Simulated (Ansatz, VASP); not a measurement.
**ZnO: VASP beside Ansatz**

```
Zn O
1.0
     2.97686    0.00000    0.00000
    -1.48843    2.57804    0.00000
     0.00000    0.00000    5.12563
Zn O
2 2
Direct
  0.00000 0.00000 0.00000
  0.00000 0.00000 0.50000
  0.33333 0.66667 0.25000
  0.66667 0.33333 0.75000
```

Alike in both runs: task single point; functional r2SCAN; k mesh 12 × 12 × 6; no spin polarisation.

|  | VASP | Ansatz |
| --- | --- | --- |
| version | VASP 6.6.1 | Ansatz 0.2.0 |
| potentials or method | VASP PAW PBE potentials, release 64 (Zn, O) | plane waves, PAW |
| plane-wave cutoff (eV) | 520 | 500 |
| occupations | gaussian, width 0.01 eV | fixed |
| valence electrons in the cell | 36 | 36 |

|  | VASP | Ansatz | Ansatz less VASP |
| --- | --- | --- | --- |
| gap on the k mesh at the Fermi level (eV) | 1.34 | 1.36 | +0.017 |
| pressure (GPa) | 1.3 | 0.0 | -1.27 |
| largest component of the traceless stress (GPa) | 0.20 | 0.00 | -0.202 |

Caveats: the PAW data sets were made with another functional, which shifts forces and pressure a little (VASP). r2SCAN opens gaps a little over a GGA but as a rule still falls short of measured ones.
